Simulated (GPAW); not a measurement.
Crystal: HfN.

```xyz
2
Lattice="0.0000 2.4548 2.4548 2.4548 0.0000 2.4548 2.4548 2.4548 0.0000" Properties=species:S:1:pos:R:3 pbc="T T T"
Hf    0.0000    0.0000    0.0000
N     1.2274    1.2274    1.2274
```

The cell comes from a database or a generator and needn't be the stable form of this composition.

- Program: GPAW 26.7.0
- Task: single point
- Functional: PBEsol
- Potentials or basis: PAW data sets generated in the run's folder for this functional
- Cutoff: 800 eV
- Basis: pw
- k mesh: 9 × 9 × 9
- Occupations: fermi-dirac, width 0.05 eV
- Spin: no spin polarisation

On this cell: pressure -4.2 GPa; largest force zero by symmetry; band gap on the k mesh none (metal or under the smearing width).

The same run follows on a disturbed copy (atoms moved at random, drawn with an rms of 0.05 Å):

```
Hf N
1.0
     0.00000    2.45482    2.45482
     2.45482    0.00000    2.45482
     2.45482    2.45482    0.00000
Hf N
1 1
Direct
  0.99847 0.99706 0.99660
  0.26378 0.24281 0.23936
```

Question: What does the disturbed cell give?

Answer: The energy (extrapolated to zero smearing) moves by +6.2 meV/atom; pressure -4.0 GPa; largest force 0.585 eV/Å; band gap on the k mesh none (metal or under the smearing width).

Forces on the atoms (eV/Å):
```
Hf  -0.370  0.278  0.358
N    0.370 -0.278 -0.358
```

Stress tensor (GPa, compression positive):
```
-3.99 -1.69 -1.30
-1.69 -3.98  1.74
-1.30  1.74 -3.99
```
